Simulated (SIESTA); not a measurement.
Runs of SIESTA 5.4.2 on NiO. The structure is cubic, space group Fm-3m (No. 225). Conventional cell: a = 4.172 Å, b = 4.172 Å, c = 4.172 Å, α = 90.00°, β = 90.00°, γ = 90.00°. Ni (site symmetry m-3m) has 6 O at 2.09 Å as nearest neighbours. O (site symmetry m-3m) is surrounded by 6 Ni at 2.09 Å. 

```csv
level,potentials or basis,k mesh,gap on the mesh (eV),pressure (GPa),moment (μB)
PBE,"PseudoDojo 0.4 standard (PBE files), TZP (energy shift 0.003 Ry; two zetas on semicore shells)",11 × 11 × 11,none,5.3,(a)
PBE,"PseudoDojo 0.4 standard (PBE files), DZ (energy shift 0.003 Ry; two zetas on semicore shells)",11 × 11 × 11,none,2.8,1.79
PBEsol,"PseudoDojo 0.4 standard (PBEsol files), DZP (energy shift 0.003 Ry; two zetas on semicore shells)",11 × 11 × 11,none,-6.7,1.43
PBEsol,"PseudoDojo 0.4 standard (PBEsol files), TZP (energy shift 0.003 Ry; two zetas on semicore shells)",8 × 8 × 8,none,-9.8,(b)
```

Alike in all rows: task band structure; spin collinear, ferromagnetic start; cell as given; smearing fermi-dirac 0.05 eV; grid cutoff 800 Ry; energy shift 0.003 Ry.

Task: Estimate the missing entries.

Result: (a) 1.76; (b) 1.16.

Caveats: short orbitals over semicore shells can move pressures by several GPa; the basis of atomic orbitals isn't converged, which shifts pressures, moduli and gaps; a cell with one magnetic atom can't hold antiferromagnetic order, which such compounds often take; semilocal functionals often make such compounds metallic where correlation or magnetic order opens a gap, which also shifts bond lengths; the basis has no polarisation orbitals (some runs).

A gap of «none» marks a metal or a gap under the smearing width.
